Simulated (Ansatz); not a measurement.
# AgCl: the cost of one run

Computed with Ansatz 0.2.0 (DFT PBEsol, scalar-relativistic, unless a step's input says otherwise).

**1. The starting structure**

The structure is cubic, space group Pm-3m (No. 221). The conventional cell has a = 3.434 Å, b = 3.434 Å, c = 3.434 Å, α = 90.00°, β = 90.00°, γ = 90.00°. Ag (site symmetry m-3m) has 8 Cl at 2.97 Å as nearest neighbours. Cl (site symmetry m-3m) has 8 Ag at 2.97 Å as nearest neighbours.

As a file:

```cif
data_structure
_symmetry_space_group_name_H-M 'Pm-3m'
_symmetry_Int_Tables_number 221
_cell_length_a 3.4340
_cell_length_b 3.4340
_cell_length_c 3.4340
_cell_angle_alpha 90.000
_cell_angle_beta 90.000
_cell_angle_gamma 90.000
_cell_volume 40.49
loop_
_atom_site_label
_atom_site_type_symbol
_atom_site_symmetry_multiplicity
_atom_site_Wyckoff_symbol
_atom_site_fract_x
_atom_site_fract_y
_atom_site_fract_z
_atom_site_occupancy
Ag1 Ag 1 a 0.00000 0.00000 0.00000 1
Cl1 Cl 1 b 0.50000 0.50000 0.50000 1
```

The file gives the conventional cell by its symmetry; the runs use the cell typed in the input.

Atoms are numbered in the order of the input: Ag1, Cl2.

**2. After the deformation**

Space group Pm-3m before, R-3m after.

**3. LAPW, all electrons**

input.yaml reads:

```yaml
crystal:
  lattice:
    - [3.433973, 0.051509595, 0.051509595]
    - [0.051509595, 3.433973, 0.051509595]
    - [0.051509595, 0.051509595, 3.433973]
  atoms:
    - { symbol: Ag, position: [0.0, 0.0, 0.0] }
    - { symbol: Cl, position: [0.5, 0.5, 0.5] }
kpoints:
  mp_grid: { grid: [9, 9, 9] }
  band_path:
    path:
      - [0.0, 0.0, 0.0]
      - [0.5, 0.5, 0.5]
      - [0.5284899614, 0.4715100386, 0.5]
      - [0.5, -0.4715100386, 0.4715100386]
      - [0.5, 0.0, 0.0]
      - [0.0, 0.0, 0.0]
      - [0.4857550193, -0.4857550193, 0.0]
      - [0.5142449807, 0.0, 0.4857550193]
      - [0.5, 0.0, 0.5]
    npoints: 5
scf:
  occupations: { method: fermi_dirac, width: 0.01 }
hamiltonian:
  xc: pbesol
  pseudopotentials: { kind: all_electron, lapw: { basis_error: 0.001 } }
output:
  forces: true
  stress: true
  eigenvalues: true
```

On the command line:

```console
> ansatz run input.yaml --threads 1 --pin off --max-ram 3072MiB --backend cpu --events-out ev --progress --plain --runs-dir out
```

What time and memory should one allow on 1 thread of Intel Xeon 6975P-C (Granite Rapids), shared host?

About 7.9 s, with a peak of 0.37 GiB.
